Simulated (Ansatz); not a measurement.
**Tetragonal deformation path in GaP**

Method: Ansatz 0.2.0, DFT PBE, scalar-relativistic, plane waves, PAW. Settings: plane waves to 420 eV, k-mesh 10×10×10 (Γ-centred), Gaussian smearing 0.05 eV. No spin polarisation. Energies are free energies at this smearing, counted from the undisturbed cell; pressure is positive in compression.

The starting cell (relaxed at this level):

```
CELL_PARAMETERS angstrom
0.00000 2.75254 2.75254
2.75254 0.00000 2.75254
2.75254 2.75254 0.00000
ATOMIC_POSITIONS crystal
Ga 0.00000 0.00000 0.00000
P 0.75000 0.75000 0.75000
```

At fixed volume and fractional coordinates, lengths along (0.000, 0.000, 1.000) are scaled against those across it; ρ is that ratio over its starting value.

| ρ | ΔE (meV/atom) | gap on the mesh (eV) |
| --- | --- | --- |
| 0.650 | 326.4 | 0.00 |
| 0.707 | 240.0 | 0.00 |
| 0.780 | 141.8 | 0.00 |
| 0.850 | 68.1 | 0.25 |
| 0.920 | 19.8 | 0.90 |
| 0.960 | 5.0 | 1.27 |
| 1.000 | 0.0 | 1.58 |
| 1.050 | 8.0 | 1.42 |
| 1.100 | 31.9 | 1.19 |
| 1.200 | 127.0 | 0.52 |
| 1.300 | 278.5 | 0.00 |
| 1.414 | 485.6 | 0.00 |
| 1.500 | 623.6 | 0.00 |

Where the gap reads zero the k-mesh, chosen for the insulator, is on the coarse side.

Cost: 13 runs of about 1.9 core-minutes in all, on Intel Xeon Platinum 8259CL (Skylake/Cascade Lake) (shared hosts).